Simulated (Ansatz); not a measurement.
# TaN: the cost of one run

Method: DFT PBE, scalar-relativistic, plane waves, PAW, in Ansatz 0.2.0.

3 further runs of the same task are left out: 3 set aside as unsound or not needed.

## (1) The system as given

The structure is hexagonal, space group P6_3mc (No. 186). Conventional cell: a = 3.152 Å, b = 3.152 Å, c = 6.105 Å, α = 90.00°, β = 90.00°, γ = 120.00°. Ta (site symmetry 3m) has 4 N at 1.98 to 2.11 Å in its first shell of neighbours. N (site symmetry 3m) has 4 Ta at 1.98 to 2.11 Å in its first shell of neighbours.

As a file:

```
CELL_PARAMETERS angstrom
3.15189 0.00000 0.00000
-1.57595 2.72962 0.00000
0.00000 0.00000 6.10500
ATOMIC_POSITIONS crystal
Ta 0.33333 0.66667 0.03055
Ta 0.66667 0.33333 0.53055
N 0.33333 0.66667 0.35445
N 0.66667 0.33333 0.85445
```

This cell was relaxed beforehand with the same method: volume 13.13 Å³/atom, gap on the mesh none (metal).

## (2) Next: the [001] wire, 14 host atoms a period

The wire is cut from the relaxed crystal, periodic along c with vacuum across. Atoms and period relax; energies count from the bulk, -5158.8869 eV an atom.

The cell holds 7 Ta, 7 N: a = 13.700 Å, b = 12.900 Å, c = 6.105 Å, α = 90.00°, β = 90.00°, γ = 90.00°.

## (3) Relaxing it

Pressure and volume refer to the whole cell with its vacuum; only the period along c may change.

Contents of input.yaml:

```yaml
crystal:
  lattice:
    - [13.7, 0.0, 0.0]
    - [0.0, 12.9, 0.0]
    - [0.0, 0.0, 6.1049970274]
  atoms:
    - { symbol: Ta, position: [0.3274511378, 0.4294672088, 0.0305473929], spin: 0.9 }
    - { symbol: Ta, position: [0.5575162874, 0.4294672088, 0.0305473929], spin: 0.9 }
    - { symbol: Ta, position: [0.4424837126, 0.6410655823, 0.0305473929], spin: 0.9 }
    - { symbol: Ta, position: [0.4424837126, 0.3589344177, 0.5305473929], spin: 0.9 }
    - { symbol: Ta, position: [0.3274511378, 0.5705327912, 0.5305473929], spin: 0.9 }
    - { symbol: Ta, position: [0.6725488622, 0.3589344177, 0.5305473929], spin: 0.9 }
    - { symbol: Ta, position: [0.5575162874, 0.5705327912, 0.5305473929], spin: 0.9 }
    - { symbol: "N", position: [0.3274511378, 0.4294672088, 0.3544526071], spin: 0.3 }
    - { symbol: "N", position: [0.5575162874, 0.4294672088, 0.3544526071], spin: 0.3 }
    - { symbol: "N", position: [0.4424837126, 0.6410655823, 0.3544526071], spin: 0.3 }
    - { symbol: "N", position: [0.4424837126, 0.3589344177, 0.8544526071], spin: 0.3 }
    - { symbol: "N", position: [0.3274511378, 0.5705327912, 0.8544526071], spin: 0.3 }
    - { symbol: "N", position: [0.6725488622, 0.3589344177, 0.8544526071], spin: 0.3 }
    - { symbol: "N", position: [0.5575162874, 0.5705327912, 0.8544526071], spin: 0.3 }
basis:
  ecutwfc: 420
kpoints:
  mp_grid: { grid: [1, 1, 9] }
hamiltonian:
  xc: pbe
scf:
  occupations: { method: gaussian, width: 0.05 }
  lower_state_search: "off"
output:
  forces: true
  stress: true
  eigenvalues: true
  populations: true
  write_density: true
  write_potential: true
  elf: true
  volumetric_format: npy
magnetization:
  spin_polarized: true
relax:
  adjacent_minimum: "off"
  f_tol: 0.02
  max_steps: 45
  cell: { fix: [a, b, alpha, beta, gamma], stress_tol: 0.03 }
```

Started as:

```
$ ansatz run input.yaml --threads 4 --pin off --max-ram 11264MiB --backend cpu --events-out ev --progress --plain --runs-dir out
```

What time and memory should one allow on 4 threads of Intel Xeon at 2.50GHz (Skylake/Cascade Lake), shared host?

About 43 min, with a peak of 2.4 GiB.
